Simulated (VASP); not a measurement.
# Ir (P6_3/mmc) in VASP: a series of runs, part 2 of 2

VASP 6.6.1.

**4. Single point, PBE**

Contents of INCAR:

```
SYSTEM = Ir
ADDGRID = .FALSE. ; ALGO = Normal
EDIFF = 1E-6 ; ENCUT = 220
GGA = PE ; ISIF = 2
ISMEAR = 0 ; LASPH = .TRUE.
LCHARG = .FALSE. ; LREAL = .FALSE.
LWAVE = .FALSE. ; NELM = 100
PREC = Accurate ; SIGMA = 0.2
```

Contents of KPOINTS:

```
k-points
0
G
  5 5 3
  0 0 0
```

Contents of POSCAR:

```
Ir
1.0
    2.7513778946      0.0000000000      0.0000000000
   -1.3756889473      2.3827631521      0.0000000000
    0.0000000000      0.0000000000      4.4622900000
Ir
2
Direct
    0.3583140000      0.6617470000      0.2121330000
    0.6598720000      0.3587530000      0.7691070000
```

Potentials or basis: VASP PAW PBE potentials, release 64 (Ir).

Command:

```console
$ cat potpaw_PBE.64/Ir/POTCAR > POTCAR
$ mpirun -np 1 vasp_std > vasp.out
```

OUTCAR:

```text
SYSTEM = Ir
   EDIFF = 1E-6
   ENCUT = 220
   GGA = PE
   ISIF = 2
   ISMEAR = 0
   LASPH = .TRUE.
   LREAL = .FALSE.
   NELM = 100
   PREC = Accurate

 Found     38 irreducible k-points:

 Following reciprocal coordinates:
            Coordinates               Weight
  0.000000  0.000000  0.000000      1.000000
  0.200000 -0.000000  0.000000      2.000000
  0.000000  0.200000  0.000000      2.000000
 -0.200000  0.200000  0.000000      2.000000
  0.400000 -0.000000  0.000000      2.000000
  0.000000  0.400000  0.000000      2.000000
   k-points           NKPTS =     38   k-points in BZ     NKDIM =     38   number of bands    NBANDS=     13
   number of dos      NEDOS =    301   number of ions     NIONS =      2
   total plane-waves  NPLWV =   4704
   dimension x,y,z NGX =    14 NGY =   14 NGZ =   24
   dimension x,y,z NGXF=    28 NGYF=   28 NGZF=   48
   ions per type =               2
   NGX,Y,Z   is equivalent  to a cutoff of   8.46,  8.46,  8.94 a.u.
   NGXF,Y,Z  is equivalent  to a cutoff of  16.92, 16.92, 17.88 a.u.
 SYSTEM =  Ir
   PREC   = accura    normal or accurate (medium, high low for compatibility)
   ISTART =      0    job   : 0-new  1-cont  2-samecut
   ICHARG =      2    charge: 1-file 2-atom 10-const
   ISPIN  =      1    spin polarized calculation?
   LNONCOLLINEAR =      F non collinear calculations
   LSORBIT =      F    spin-orbit coupling
   LASPH  =      T    aspherical Exc in radial PAW
   ENCUT  =  220.0 eV  16.17 Ry    4.02 a.u.   3.33  3.33  5.40*2*pi/ulx,y,z
   NELM   =    100;   NELMIN=  2; NELMDL= -5     # of ELM steps
   EDIFF  = 0.1E-05   stopping-criterion for ELM
[... 8 lines left out ...]
   TEBEG  =    0.0;   TEEND  =   0.0 temperature during run
   PSTRESS=    0.0 pullay stress
   NELECT =      18.0000    total number of electrons
   NUPDOWN=      -1.0000    fix difference up-down
   EMIN   =  10.00;   EMAX   =-10.00  energy-range for DOS
   EFERMI =   0.00;   METHOD = LEGACY
   ISMEAR =     0;   SIGMA  =   0.20  broadening in eV -4-tet -1-fermi 0-gaus
   EFERMI_NEDOS =   21; number of points for ismear=-14 and -15
   IALGO  =     38    algorithm
   IMIX   =      4    mixing-type and parameters
     AMIX     =   0.40;   BMIX     =  1.00
     AMIX_MAG =   1.60;   BMIX_MAG =  1.00
  volume/ion in A,a.u.               =      14.63        98.71
  Fermi-wavevector in a.u.,A,eV,Ry     =   1.392417  2.631287 26.379323  1.938826
  Thomas-Fermi vector in A             =   2.516162
   LORBIT       =      0    0 simple, 1 ext, 2 COOP (PROOUT), +10 PAW based schemes
   GGA     = PE    functional components
   LHFCALC =     F    Hartree Fock is set to
   AEXX    =    0.0000 exact exchange contribution
   IVDW    =     0    specifies the selected vdW correction
   LEPSILON=     F    determine dielectric tensor
   LRPA    =     F    only Hartree local field effects (RPA)
 non-spin polarized calculation
 Gauss-broadening in eV      SIGMA  =   0.20
  energy-cutoff  :      220.00
  volume of cell :       29.25
 maximum number of plane-waves:       233
 NGX is ok and might be reduce to    14
   NGX =  7   NGY =  7   NGZ = 11

 number of electron      17.9999993 magnetization

 Free energy of the ion-electron system (eV)
  ---------------------------------------------------
  ext. energy  EPLUGINS =         0.00000000
  ---------------------------------------------------
  free energy    TOTEN  =       -16.97128394 eV

  energy without entropy =      -16.92646293  energy(sigma->0) =      -16.94887344

 E-fermi :  10.1054     XC(G=0): -13.7542

 val. band max:       10.0994882956   @ k =   0.0000   0.0000   0.3333
 cond. band min:      10.1112729618   @ k =   0.4000  -0.4000   0.3333
 fundamental gap:      0.0117846663
 Fermi energy:        10.1053550852

 k-point     1 :       0.0000    0.0000    0.0000
  band No.  band energies     occupation
      1      -0.9601      2.00000
      2       1.8913      2.00000
      3       5.8647      2.00000
      4       5.9706      2.00000
      5       6.0587      2.00000
      6       6.2927      2.00000
      7       6.6640      2.00000
      8       7.7480      2.00000
      9       8.4092      2.00000
     10       9.5993      1.99965
     11       9.9375      1.76469
     12      10.8346      0.00000
     13      16.0435      0.00000

 k-point     2 :       0.2000   -0.0000    0.0000
  band No.  band energies     occupation
      1       0.4254      2.00000
      2       2.8580      2.00000
      3       4.7279      2.00000
      4       5.7078      2.00000
      5       6.1078      2.00000
      6       6.4121      2.00000
      7       7.2154      2.00000
      8       7.4854      2.00000
      9       7.9528      2.00000
     10       8.3597      2.00000
     11      10.8639      0.00000
[... 51 lines left out ...]
 k-point     6 :       0.0000    0.4000    0.0000
  band No.  band energies     occupation
      1       2.2926      2.00000
      2       2.6186      2.00000
      3       3.3551      2.00000
      4       5.7175      2.00000
      5       6.3324      2.00000
      6       6.9669      2.00000
      7       7.1502      2.00000
      8       9.8343      1.94473
      9      10.3875      0.04600
     10      10.6376      0.00017
     11      11.0526      0.00000
     12      16.5736      0.00000
     13      17.0219      0.00000

 [... further k-points ...]
[... 5 lines left out ...]
  --------------------------------------------------------------------------------------
  -------------------------------------------------------------------------------------
  Total        2.0287634      1.4258364      3.1205905     -0.5270516      0.8772562     -1.5486974
  in kB      111.1099791     78.0892721    170.9064487    -28.8652142     48.0449891    -84.8180425
  external PRESSURE =     120.0352333 kB  Pullay stress =       0.0000000 kB

 VOLUME and BASIS-vectors are now :
 -----------------------------------------------------------------------------
  energy-cutoff  :      220.00
  volume of cell :       29.25
      direct lattice vectors                 reciprocal lattice vectors
     2.751377895  0.000000000  0.000000000     0.363454254  0.209840411  0.000000000
    -1.375688947  2.382763152  0.000000000     0.000000000  0.419680823  0.000000000
     0.000000000  0.000000000  4.462290000     0.000000000  0.000000000  0.224100182

 POSITION                                       TOTAL-FORCE (eV/Angst)
 -----------------------------------------------------------------------------------
      0.07550      1.57679      0.94660        -0.894561      0.504614      3.341593
      1.32202      0.85482      3.43198         0.894561     -0.504614     -3.341593
 -----------------------------------------------------------------------------------
    total drift:                                0.000005      0.000004      0.000001

  FREE ENERGIE OF THE ION-ELECTRON SYSTEM (eV)
  ---------------------------------------------------
  free  energy   TOTEN  =       -16.9712839438 eV

  energy  without entropy=      -16.9264629267  energy(sigma->0) =      -16.94887344
```

OSZICAR:

```text
N       E                     dE             d eps       ncg     rms          rms(c)
DAV:   1     0.739798881872E+02    0.73980E+02   -0.51710E+03  1012   0.687E+02
DAV:   2    -0.154901956849E+02   -0.89470E+02   -0.82994E+02  1038   0.263E+02
DAV:   3    -0.180217535955E+02   -0.25316E+01   -0.24202E+01  1246   0.457E+01
DAV:   4    -0.180510507104E+02   -0.29297E-01   -0.28975E-01  1043   0.453E+00
DAV:   5    -0.180516598935E+02   -0.60918E-03   -0.60913E-03  1251   0.644E-01    0.214E+01
DAV:   6    -0.171647579070E+02    0.88690E+00   -0.13745E+00  1103   0.146E+01    0.945E+00
DAV:   7    -0.169830136360E+02    0.18174E+00   -0.51977E-01  1193   0.866E+00    0.205E+00
DAV:   8    -0.169717009732E+02    0.11313E-01   -0.12003E-02  1053   0.121E+00    0.510E-01
DAV:   9    -0.169712702509E+02    0.43072E-03   -0.11642E-03  1203   0.397E-01    0.273E-02
DAV:  10    -0.169712819671E+02   -0.11716E-04   -0.32760E-05  1133   0.466E-02    0.216E-02
DAV:  11    -0.169712843341E+02   -0.23670E-05   -0.24597E-06  1021   0.127E-02    0.931E-03
DAV:  12    -0.169712839438E+02    0.39039E-06   -0.27315E-07   564   0.471E-03
   1 F= -.16971284E+02 E0= -.16948873E+02  d E =-.448210E-01
```

stdout:

```text
POSCAR found type information on POSCAR Ir
 POSCAR found :  1 types and       2 ions
 scaLAPACK will be used
 LDA part: xc-table for (Slater+PW92), standard interpolation
 POSCAR, INCAR and KPOINTS ok, starting setup
 FFT: planning ... GRIDC
 FFT: planning ... GRID_SOFT
 FFT: planning ... GRID
 WAVECAR not read
 entering main loop
```

It took 7.1 s on 1 thread of Intel Xeon Platinum 8375C at 2.90GHz (Ice Lake), shared host; peak memory 0.11 GiB.

The run converged, but some of its settings lie outside the range that counts as converged, so its numbers aren't taken as properties of the crystal.

What came out:

```yaml
Free_energy: -16.9713 eV
Largest_force: 3.496 eV/Å
Band_gap_on_the_k_mesh: none (metal or under the smearing width)
```

Caveat: the k mesh is coarse (spacing up to 0.53 Å⁻¹), so the values aren't converged; the cutoff is under 1.25 times the usual one of these potentials, so pressure, stress and relaxed cells hold a basis-set (Pulay) error.

**5. Single point, PBE**

INCAR, as its differences from that of step 4:

```diff
@@ -2,3 +2,3 @@
 ADDGRID = .FALSE. ; ALGO = Normal
-EDIFF = 1E-6 ; ENCUT = 220
+EDIFF = 1E-6 ; ENCUT = 280
 GGA = PE ; ISIF = 2
```

KPOINTS is that of step 4.

Contents of POSCAR:

```
Ir
1.0
    2.7513778946      0.0000000000      0.0000000000
   -1.3756889473      2.3827631521      0.0000000000
    0.0000000000      0.0000000000      4.4622900000
Ir
2
Direct
    0.3333333333      0.6666666667      0.2500000000
    0.6666666667      0.3333333333      0.7500000000
```

Command:

```console
$ cat potpaw_PBE.64/Ir/POTCAR > POTCAR
$ mpirun -np 1 vasp_std > vasp.out
```

Run time: 3.1 s. Hardware: 1 thread of Intel Xeon Platinum 8375C at 2.90GHz (Ice Lake), shared host; peak memory 0.11 GiB.

These settings aren't checked as converged: the numbers below hold their error.

Results:

```yaml
Free_energy: -17.4299 eV
Pressure: -0.5 GPa
Band_gap_on_the_k_mesh: none (metal or under the smearing width)
```

Caveat: the k mesh is coarse (spacing up to 0.53 Å⁻¹), so the values aren't converged.

**6. Single point, PBE**

INCAR is that of step 5.

KPOINTS is that of step 5.

Contents of POSCAR:

```
Ir
1.0
    2.7513778946      0.0000000000      0.0000000000
   -1.3756889473      2.3827631521      0.0000000000
    0.0000000000      0.0000000000      4.4622900000
Ir
2
Direct
    0.3583140000      0.6617470000      0.2121330000
    0.6598720000      0.3587530000      0.7691070000
```

Potentials or basis: VASP PAW PBE potentials, release 64 (Ir).

Command:

```console
$ cat potpaw_PBE.64/Ir/POTCAR > POTCAR
$ mpirun -np 1 vasp_std > vasp.out
```

Wall time 6.5 s (1 thread of Intel Xeon Platinum 8375C at 2.90GHz (Ice Lake), shared host); peak memory 0.12 GiB.

These settings aren't checked as converged: the numbers below hold their error.

What came out:

```yaml
Free_energy: -16.9706 eV
Pressure: 12.5 GPa
Largest_force: 3.489 eV/Å
Band_gap_on_the_k_mesh: none (metal or under the smearing width)
```

Caveat: the k mesh is coarse (spacing up to 0.53 Å⁻¹), so the values aren't converged.

**7. The reference run**

An earlier run on the cell as given: functional PBEsol; potentials or basis VASP PAW PBE potentials, release 64 (Ir); cutoff 520 eV; k mesh 11 × 11 × 6; occupations fermi-dirac, width 0.05 eV; no spin polarisation.

* Pressure: -11.6 GPa
* Band gap on the k mesh: none (metal or under the smearing width)
